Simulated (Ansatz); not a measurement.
## Se: electron density at the nuclei under pressure

```
Se
1.0
     5.68100    3.27993    1.47633
    -5.68100    3.27993    1.47633
     0.00000   -6.55985    1.47633
Se
6
Direct
  0.28066 0.16251 0.91818
  0.91818 0.28066 0.16251
  0.16251 0.91818 0.28066
  0.71934 0.83749 0.08182
  0.08182 0.71934 0.83749
  0.83749 0.08182 0.71934
```

Atom numbers follow the list: Se1, Se2, Se3, Se4, Se5, Se6.

The cell is COD entry 9013138, as deposited and not checked against the literature; nothing was relaxed.

Method: DFT, PBEsol, all-electron PAW with datasets made for the crystal, scalar-relativistic (Ansatz 0.2.0).

Sampling and basis: a Γ-centred 6×6×6 k mesh, Fermi–Dirac smearing of 0.01 eV, cutoff 200 eV (chosen by the program for this cell), no spin polarisation.

The contact density is the mean electron density over the nuclear volume; its changes follow the s electrons' response to bonding and compression. Changes below are taken from the unscaled cell, where it is 262485 e/Å³ at Se1.

The datasets are made afresh for each cell, so very small changes are uncertain.

Question: Does compression raise or lower the contact density at Se1?

Answer: It lowers it, by 1.86 e/Å³ over the whole range.

Question: Tabulate the changes with volume.

Answer: 
```tsv
V/V(cell)	P (GPa)	Δρ(0) Se1 (e/Å³)
0.9400	3.9	-1.00
0.9600	2.5	-0.65
0.9800	1.2	-0.32
0.9900	0.7	-0.16
1.0000	0.1	0.00
1.0100	-0.4	0.15
1.0200	-0.9	0.30
1.0400	-1.9	0.59
1.0600	-2.7	0.86
```
